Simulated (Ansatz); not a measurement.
# Si started in the widest void in diamond Si, 17 atoms, charge +1

Which settings matter for this cell? A base run comes first, then runs with one to three settings changed.

Method: density functional theory in Ansatz 0.2.0, PAW datasets, plane waves.

## 1. Starting point

17 atoms (17 Si); a = 10.866 Å, b = 5.433 Å, c = 5.433 Å, α = 90.00°, β = 90.00°, γ = 90.00°. All atoms were shaken off their sites by about 0.07 Å along each axis. Defect site 1: (0.375, 0.875, 0.750). Starting moments add up to 1 μB.

Structure file:

```xyz
17
Lattice="10.8656 0.0000 0.0000 0.0000 5.4328 0.0000 0.0000 0.0000 5.4328" Properties=species:S:1:pos:R:3 pbc="T T T"
Si    0.0706    5.3648    0.1083
Si    5.4185    5.4087    0.0229
Si    1.2817    1.2577    1.5084
Si    6.8679    1.3939    1.2605
Si    2.7182    2.8315    0.0486
Si    8.0614    2.7377    0.0593
Si    4.1228    4.1284    1.4119
Si    9.4130    4.1749    1.2177
Si    2.7080    0.0315    2.7889
Si    8.1913    5.3599    2.6316
Si    4.0618    1.2007    3.9174
Si    9.5753    1.3597    4.1016
Si   10.8138    2.8320    2.7071
Si    5.4318    2.7843    2.6728
Si    1.3438    4.0322    4.1128
Si    6.8309    4.1405    4.0884
Si    4.1064    4.7448    4.0251
```

## 2. PBEsol on the given atoms

Contents of in.yaml:

```yaml
crystal:
  lattice:
    - [10.865579, 0.000000, 0.000000]
    - [0.000000, 5.432790, 0.000000]
    - [0.000000, 0.000000, 5.432790]
  atoms:
    - { symbol: Si, position: [0.006496, 0.987480, 0.019927] }
    - { symbol: Si, position: [0.498681, 0.995575, 0.004216], spin: 0.111 }
    - { symbol: Si, position: [0.117956, 0.231494, 0.277645] }
    - { symbol: Si, position: [0.632082, 0.256568, 0.232011] }
    - { symbol: Si, position: [0.250167, 0.521194, 0.008943], spin: 0.111 }
    - { symbol: Si, position: [0.741920, 0.503923, 0.010906] }
    - { symbol: Si, position: [0.379440, 0.759896, 0.259891], spin: 0.111 }
    - { symbol: Si, position: [0.866315, 0.768462, 0.224145] }
    - { symbol: Si, position: [0.249227, 0.005799, 0.513340], spin: 0.111 }
    - { symbol: Si, position: [0.753878, 0.986579, 0.484396] }
    - { symbol: Si, position: [0.373822, 0.221005, 0.721059], spin: 0.111 }
    - { symbol: Si, position: [0.881255, 0.250271, 0.754970] }
    - { symbol: Si, position: [0.995236, 0.521286, 0.498287] }
    - { symbol: Si, position: [0.499908, 0.512496, 0.491974], spin: 0.111 }
    - { symbol: Si, position: [0.123675, 0.742188, 0.757040], spin: 0.111 }
    - { symbol: Si, position: [0.628675, 0.762123, 0.752546], spin: 0.111 }
    - { symbol: Si, position: [0.377929, 0.873371, 0.740889], spin: 0.111 }
kpoints:
  mp_grid: { grid: [2, 2, 2], shift: [0.5, 0.5, 0.5] }
hamiltonian:
  xc: pbesol
total_charge: 1
magnetization:
  spin_polarized: true
scf:
  occupations: { method: fermi_dirac, width: 0.01 }
output:
  forces: true
  eigenvalues: true
  populations: true
  charged_corrections: { epsilon: 11.7 }
```

Started as:

```sh
ansatz run in.yaml --threads 8 --pin off --max-ram 13300MiB --runs-dir r --events-out ev --progress --plain
```

## 3. Run again with charge changed by 2

Edit in.yaml of step 2 so:

```diff
@@ -27,3 +27,3 @@
   xc: pbesol
-total_charge: 1
+total_charge: 3
 magnetization:
@@ -32,2 +32,3 @@
   occupations: { method: fermi_dirac, width: 0.01 }
+  max_iter: 80
 output:
@@ -35,3 +36,2 @@
   eigenvalues: true
-  populations: true
-  charged_corrections: { epsilon: 11.7 }
+  stress: true
```

## 4. Variant: 4 extra bands, functional RPBE

Edit in.yaml of step 3 so:

```diff
@@ -26,4 +26,4 @@
 hamiltonian:
-  xc: pbesol
-total_charge: 3
+  xc: rpbe
+total_charge: 1
 magnetization:
@@ -33,2 +33,3 @@
   max_iter: 80
+  n_extra_bands: 4
 output:
```

## 5. Changed settings: smearing width 0.5 eV

Edit in.yaml of step 4 so:

```diff
@@ -26,3 +26,3 @@
 hamiltonian:
-  xc: rpbe
+  xc: pbesol
 total_charge: 1
@@ -31,5 +31,4 @@
 scf:
-  occupations: { method: fermi_dirac, width: 0.01 }
-  max_iter: 80
-  n_extra_bands: 4
+  occupations: { method: fermi_dirac, width: 0.5 }
+  max_iter: 90
 output:
```

## 6. Changed settings: xc grid 2, charge changed by 6

Edit in.yaml of step 5 so:

```diff
@@ -25,5 +25,6 @@
   mp_grid: { grid: [2, 2, 2], shift: [0.5, 0.5, 0.5] }
+basis: { xc_grid: 2 }
 hamiltonian:
   xc: pbesol
-total_charge: 1
+total_charge: 7
 magnetization:
@@ -31,4 +32,4 @@
 scf:
-  occupations: { method: fermi_dirac, width: 0.5 }
-  max_iter: 90
+  occupations: { method: fermi_dirac, width: 0.01 }
+  max_iter: 70
 output:
@@ -37 +38,5 @@
   stress: true
+  write_density: true
+  write_potential: true
+  elf: true
+  volumetric_format: npy
```

Before running it: what results should come out? Wanted: for each run, settings; status; energy from base; forces from base.

**Answer**, as computed:

| settings | status | cycles | time | energy from base (meV/atom) | forces from base (eV/Å rms) | filled to empty level on the mesh (eV) |
| --- | --- | --- | --- | --- | --- | --- |
| base | converged | 13 | 4.6 s (8 CPU threads) | 0 | 0 | none |
| charge changed by 2 | converged | 25 | 12 s (8 CPU threads) | - | 0.191 | - |
| 4 extra bands, functional RPBE | converged | 18 | 5.7 s (8 CPU threads) | - | 0.102 | - |
| smearing width 0.5 eV | converged, settings too loose | 13 | 4.6 s (8 CPU threads) | +17.3 | 0.101 | - |
| xc grid 2, charge changed by 6 | converged | 19 | 6.3 s (8 CPU threads) | - | 0.382 | - |

The base run shows no spacing between filled and empty levels on this coarse mesh with displaced atoms and smearing, so occupations can shift between runs, and part of each change may come from that and not from the setting itself.

**What this shows.** Among these variants the forces move most with xc grid 2, charge changed by 6 (0.382 eV/Å rms).
